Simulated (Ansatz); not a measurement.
**Work and stress of cleavage in BN**

Theory: DFT PBE+D3(BJ), scalar-relativistic, plane waves, PAW in Ansatz. The runs took a 420 eV cutoff, a Γ-centred 10×10×2 mesh and Gaussian smearing (0.05 eV). No spin polarisation. Energies are free energies at this smearing, counted from the undisturbed cell; pressure is positive in compression.

The undisturbed cell (relaxed at this level):

```yaml
crystal:
  lattice:
    - [-2.50644, 0.00000, 0.00000]
    - [-1.25322, -2.17064, 0.00000]
    - [0.00000, 0.00000, 13.23369]
  atoms:
    - { symbol: B, position: [0.33333, 0.33333, 0.87500] }
    - { symbol: B, position: [0.33333, 0.33333, 0.37500] }
    - { symbol: B, position: [0.66667, 0.66667, 0.12500] }
    - { symbol: B, position: [0.66667, 0.66667, 0.62500] }
    - { symbol: N, position: [0.33333, 0.33333, 0.12500] }
    - { symbol: N, position: [0.33333, 0.33333, 0.62500] }
    - { symbol: N, position: [0.66667, 0.66667, 0.87500] }
    - { symbol: N, position: [0.66667, 0.66667, 0.37500] }
```

The cut lies on the cell's a–b face, a (0 0 1) plane (indices in the standard cell, whose axes needn't be the Cartesian ones shown) of area 5.44 Å², between layers 3.31 Å apart. Vector c is lengthened by d along the normal with the atoms' Cartesian places fixed: one unrelaxed cut a cell. The traction is positive where the two halves pull on each other.

```csv
d (Å),energy (J/m²),traction (GPa)
-0.30,0.060,-4.87
-0.15,0.012,-1.81
0.00,0.000,0.02
0.25,0.020,1.42
0.50,0.063,1.81
0.75,0.107,1.73
1.00,0.148,1.51
1.50,0.211,1.03
2.00,0.254,0.69
3.00,0.299,0.30
6.00,0.338,0.05
```

Task: What are the work of separation and the cleavage stress, and do they fit the universal binding curve?

Result: The energy levels off near W ≈ 0.338 J/m² (the traction is down to 0.05 GPa), the energy of the two unrelaxed faces, 0.169 J/m² each on average. The largest sampled traction is 1.81 GPa at d = 0.50 Å, and a parabola through it and its two neighbours peaks at σ_max ≈ 1.83 GPa, d ≈ 0.59 Å. The curve E = W[1 − (1 + d/ℓ)exp(−d/ℓ)] peaks in traction at d = ℓ with σ_max = W/(eℓ); with 1 J/m² per Å = 10 GPa this W and σ_max give ℓ = 0.68 Å. A parabola through that curve at the same three d peaks at 0.66 Å, against 0.59 Å here, a fair fit. Real crystals break at far lower stress, because cracks concentrate it.

The crystal is built of layers, and the cut parts neighbours that are weakly bound, with dispersion added by D3.

The cut is rigid; relaxing the faces lowers these energies and usually the stresses.

Cost: 11 runs of about 0.65 core-minutes in all, on Arm Neoverse V1 (shared hosts).